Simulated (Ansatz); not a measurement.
input.yaml (Ansatz)

```yaml
crystal:
  lattice:
    - [2.4383420591, 1.4077774442, 4.1659282508]
    - [-2.4383420591, 1.4077774442, 4.1659282508]
    - [0.0, -2.8155548884, 4.1659282508]
  atoms:
    - { symbol: B, position: [0.010581264, 0.6538502901, 0.010581264] }
    - { symbol: B, position: [0.010581264, 0.010581264, 0.6538502901] }
    - { symbol: B, position: [0.6538502901, 0.010581264, 0.010581264] }
    - { symbol: B, position: [0.989418736, 0.3461497099, 0.989418736] }
    - { symbol: B, position: [0.3461497099, 0.989418736, 0.989418736] }
    - { symbol: B, position: [0.989418736, 0.989418736, 0.3461497099] }
    - { symbol: B, position: [0.2215736072, 0.6298376755, 0.2215736072] }
    - { symbol: B, position: [0.2215736072, 0.2215736072, 0.6298376755] }
    - { symbol: B, position: [0.6298376755, 0.2215736072, 0.2215736072] }
    - { symbol: B, position: [0.7784263928, 0.3701623245, 0.7784263928] }
    - { symbol: B, position: [0.3701623245, 0.7784263928, 0.7784263928] }
    - { symbol: B, position: [0.7784263928, 0.7784263928, 0.3701623245] }
hamiltonian:
  xc: pbesol
  pseudopotentials:
    kind: paw_fr
    azcp:
      B: "pseudopotentials/B.paw.azcp"
basis:
  ecutwfc: 420
  fft_grid_basis: typed
kpoints:
  mp_grid: { grid: [6, 6, 6], shift: [0, 0, 0] }
magnetization:
  noncollinear: true
  spin_orbit: true
scf:
  occupations: { method: fermi_dirac, width: 0.05 }
```

Output

```
Warning: the record states the generating functional pbe (its physics header spells it `PBE`), which answers neither for hamiltonian.xc's functional nor for the pbesol family's — results may be inconsistent (PPs are generated against a specific XC)
Engine: ansatz 0.2.0, x86_64-unknown-linux-gnu
Pseudopotentials: kind: paw_fr
Pseudopotential: B, paw_fr, valence charge 3, recommended cutoff 420 eV (normal) 
Functional definition: PBEsol
  exchange = pbesol_x
  correlation = pbesol_c
non-collinear run that drives no moment, with spin-orbit: no starting moment large enough to seed its density (crystal.atoms[].spin), no starting occupations that ask for one, no magnetisation constraint and no magnetic field, so the semilocal B_xc is pinned to zero
Crystal: 12 atoms, lattice volume = 85.801 Å³
Basis set: ecut = 420 eV, 1693 PW (Γ)
Bands: 60, of which v1, the nominal top of the filled ones, is band 36 counted from 1 (35 counted from 0)
Symmetry: 12 space group operations + 12 with time reversal
Magnetic group: BNS 166.98 (UNI 1328), of the structure as read, at distance tolerance 4.4e-5 Å
k-points: 32 of 216
Projection manifold: j_resolved (fully-relativistic pseudo-atomic orbitals)
Non-local potential: B, projectors of the file, l = 0: 2, l = 1: 4, l = 2: 2
PAW form: soft (Blöchl's): semilocal exchange-correlation on the pseudo side does not see the compensation charge
PAW frozen core: B, regenerated for the run's functional, and the local potential with it (the file was generated under x = pbe(κ = 0.804, μ = 0.2195149727645171), c = pbe(β = 0.06672455060314922))
PAW one-centre angular grid: B, 110 points (default); XC on 64 Gauss nodes
Initial density: superposition of atomic densities (chi_scale 0.1, normalization cell)
Initial wavefunctions: pseudopotential atomic-orbital guess
Functional: x = pbesol(κ = 0.804, μ = 0.12345679012345678), c = pbesol(β = 0.046)
SCF iter   1: F=—  HF=-1836.601014 eV  |F-HF|=—  |Δ(HF+E_count)|=         —  Δρ=9.60e-2  dr2=1.17e1  dr2_m=0.00e0 (ungated)  ethr=3.10e-3  |M|=0.00e0 ∫|m|=0.00e0 μB  |m|>n=0.0e0 m-floor=0.0e0 τ_xc=0.0e0  β_m=0.30  ⟨swp⟩=6.0  Hψ=5135  notcnv=0  defer=336
SCF iter   2: F=—  HF=-1833.013735 eV  |F-HF|=—  |Δ(HF+E_count)|=    3.59e0  Δρ=5.36e-2  dr2=2.46e0  dr2_m=0.00e0 (ungated)  ethr=3.10e-3  |M|=0.00e0 ∫|m|=0.00e0 μB  |m|>n=0.0e0 m-floor=0.0e0 τ_xc=0.0e0  β_m=0.41  ⟨swp⟩=3.0  Hψ=1822  notcnv=0  defer=552
SCF iter   3: F=—  HF=-1832.086013 eV  |F-HF|=—  |Δ(HF+E_count)|=   9.28e-1  Δρ=1.69e-2  dr2=1.83e-1  dr2_m=0.00e0 (ungated)  ethr=3.10e-3  |M|=0.00e0 ∫|m|=0.00e0 μB  |m|>n=0.0e0 m-floor=0.0e0 τ_xc=0.0e0  β_m=0.49  ⟨swp⟩=2.2  Hψ=1444  notcnv=0  defer=548
SCF iter   4: F=—  HF=-1832.022781 eV  |F-HF|=—  |Δ(HF+E_count)|=   6.32e-2  Δρ=3.12e-3  dr2=8.10e-3  dr2_m=0.00e0 (ungated)  ethr=5.08e-4  |M|=0.00e0 ∫|m|=0.00e0 μB  |m|>n=0.0e0 m-floor=0.0e0 τ_xc=0.0e0  β_m=0.48  ⟨swp⟩=2.3  Hψ=1524  notcnv=0  defer=548
SCF iter   5: F=—  HF=-1832.020707 eV  |F-HF|=—  |Δ(HF+E_count)|=   2.07e-3  Δρ=1.03e-3  dr2=4.99e-4  dr2_m=0.00e0 (ungated)  ethr=2.25e-5  |M|=0.00e0 ∫|m|=0.00e0 μB  |m|>n=0.0e0 m-floor=0.0e0 τ_xc=0.0e0  β_m=0.61  ⟨swp⟩=2.2  Hψ=1171  notcnv=0  defer=544
SCF iter   6: F=—  HF=-1832.020598 eV  |F-HF|=—  |Δ(HF+E_count)|=   1.09e-4  Δρ=1.23e-4  dr2=9.48e-6  dr2_m=0.00e0 (ungated)  ethr=1.39e-6  |M|=0.00e0 ∫|m|=0.00e0 μB  |m|>n=0.0e0 m-floor=0.0e0 τ_xc=0.0e0  β_m=0.64  ⟨swp⟩=2.7  Hψ=1290  notcnv=0  defer=544
SCF iter   7: F=—  HF=-1832.020609 eV  |F-HF|=—  |Δ(HF+E_count)|=   1.09e-5  Δρ=1.55e-5  dr2=9.88e-8  dr2_m=0.00e0 (ungated)  ethr=2.78e-10  |M|=0.00e0 ∫|m|=0.00e0 μB  |m|>n=0.0e0 m-floor=0.0e0 τ_xc=0.0e0  β_m=0.75  ⟨swp⟩=2.0  Hψ=2712  notcnv=0
SCF iter   8: F=-1832.020609 eV  HF=-1832.020609 eV  |F-HF|=2.59e-10  |Δ(HF+E_count)|=   5.41e-8  Δρ=1.52e-6  dr2=1.70e-9  dr2_m=0.00e0 (ungated)  ethr=2.74e-10  |M|=0.00e0 ∫|m|=0.00e0 μB  |m|>n=0.0e0 m-floor=0.0e0 τ_xc=0.0e0  ⟨swp⟩=1.0  Hψ=2244  notcnv=0
SCF 1 converged in 8 iterations: F = -1832.020609 eV  dr2 = 1.70e-9
SCF converged after 8 iterations
Magnetization: |M| = 0.0000 μB,  M = (+0.0000, +0.0000, +0.0000) μB
Absolute magnetization: 0.0000 μB (∫|m|)
  site 0: m = (+0.0000, +0.0000, +0.0000) μB, |m| = 0.0000 μB  (R = 0.69 Å)
  site 1: m = (+0.0000, +0.0000, +0.0000) μB, |m| = 0.0000 μB  (R = 0.69 Å)
  site 2: m = (+0.0000, +0.0000, +0.0000) μB, |m| = 0.0000 μB  (R = 0.69 Å)
  site 3: m = (+0.0000, +0.0000, +0.0000) μB, |m| = 0.0000 μB  (R = 0.69 Å)
  site 4: m = (+0.0000, +0.0000, +0.0000) μB, |m| = 0.0000 μB  (R = 0.69 Å)
  site 5: m = (+0.0000, +0.0000, +0.0000) μB, |m| = 0.0000 μB  (R = 0.69 Å)
  site 6: m = (+0.0000, +0.0000, +0.0000) μB, |m| = 0.0000 μB  (R = 0.73 Å)
  site 7: m = (+0.0000, +0.0000, +0.0000) μB, |m| = 0.0000 μB  (R = 0.73 Å)
  site 8: m = (+0.0000, +0.0000, +0.0000) μB, |m| = 0.0000 μB  (R = 0.73 Å)
  site 9: m = (+0.0000, +0.0000, +0.0000) μB, |m| = 0.0000 μB  (R = 0.73 Å)
  site 10: m = (+0.0000, +0.0000, +0.0000) μB, |m| = 0.0000 μB  (R = 0.73 Å)
  site 11: m = (+0.0000, +0.0000, +0.0000) μB, |m| = 0.0000 μB  (R = 0.73 Å)
Free energy (F): -1832.020609 eV
Harris-Foulkes:  -1832.020609 eV  (|F-HF|=2.59e-10)
Internal energy: -1832.020609 eV  (E = F + TS)
E sigma→0 (E₀):  -1832.020609 eV
Entropy (-TS):   -0.000000 eV (-0.000 meV/atom)
Fermi energy:    9.896049 eV
--- Per-component energies (eV) ---
  E_band       = 95.879212
  E_kinetic    = 600.525203
  E_local      = -364.141694  (includes V_loc(G=0)·N_el)
  E_nonlocal   = 136.177504
  E_hartree    = 109.386165
  E_xc         = -388.199884
  E_vxc        = -462.806653  (∫ρ·V_xc dr)
  E_paw        = -905.923227  (= ΣΔE_a)
  E_vpaw       = -32.647122  (= ΣTr[D̂ρ^β])
  E_aug_tail   = -0.000034  (compensation charges beyond the density's cutoff)
  E_ewald      = -1020.021216
  E_core_change = 0.176576  (= ΣΔE_core)
  E_smearing   = -0.000000  (= −TS)
  E_closure    = 0.000000  (closes the sum)
  Σ components = -1832.020609   (vs F -1832.020609, Δ=0.00e0)
```
